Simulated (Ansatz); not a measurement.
# NiO: the cost of one run

Computed with Ansatz 0.2.0 (DFT PBE, scalar-relativistic, unless a step's input says otherwise).

**1. The starting structure**

Symmetry: Fm-3m, No. 225, cubic system. Conventional cell: a = 4.183 Å, b = 4.183 Å, c = 4.183 Å, α = 90.00°, β = 90.00°, γ = 90.00°. Around Ni (site symmetry m-3m) lie 6 O at 2.09 Å. Around O (site symmetry m-3m) lie 6 Ni at 2.09 Å.

Coordinates:

```cif
data_structure
_symmetry_space_group_name_H-M 'P 1'
_symmetry_Int_Tables_number 1
_cell_length_a 2.9576
_cell_length_b 2.9576
_cell_length_c 2.9576
_cell_angle_alpha 60.000
_cell_angle_beta 60.000
_cell_angle_gamma 60.000
_cell_volume 18.29
loop_
_atom_site_label
_atom_site_type_symbol
_atom_site_fract_x
_atom_site_fract_y
_atom_site_fract_z
_atom_site_occupancy
Ni1 Ni 0.00000 0.00000 0.00000 1
O1 O 0.50000 0.50000 0.50000 1
```

The structure is an experimental refinement, used without relaxation.

Atoms are numbered in the order of the input: Ni1, O2.

**2. Volume × 0.94, LAPW**

The input, input.yaml:

```yaml
crystal:
  lattice:
    - [0.0, 2.048618225, 2.048618225]
    - [2.048618225, 0.0, 2.048618225]
    - [2.048618225, 2.048618225, 0.0]
  atoms:
    - { symbol: Ni, position: [0.0, 0.0, 0.0], spin: 1.5 }
    - { symbol: O, position: [0.5, 0.5, 0.5] }
magnetization:
  spin_polarized: true
kpoints:
  mp_grid: { grid: [17, 17, 17] }
  band_path:
    path:
      - [0.0, 0.0, 0.0]
      - [0.5, 0.0, 0.5]
      - [0.625, 0.25, 0.625]
      - [0.375, 0.375, 0.75]
      - [0.0, 0.0, 0.0]
      - [0.5, 0.5, 0.5]
      - [0.5, 0.25, 0.75]
      - [0.5, 0.0, 0.5]
    npoints: 5
scf:
  occupations: { method: fermi_dirac, width: 0.03 }
hamiltonian:
  xc: pbe
  pseudopotentials: { kind: all_electron, lapw: { basis_error: 0.001 } }
output:
  forces: true
  stress: true
  eigenvalues: true
```

Command:

```console
ansatz run input.yaml --threads 1 --pin off --max-ram 3072MiB --backend cpu --events-out ev --progress --plain --runs-dir out
```

Q: Estimate wall time and peak memory on 1 thread of Arm Neoverse V1, shared host.

About 72 s, with a peak of 0.68 GiB.
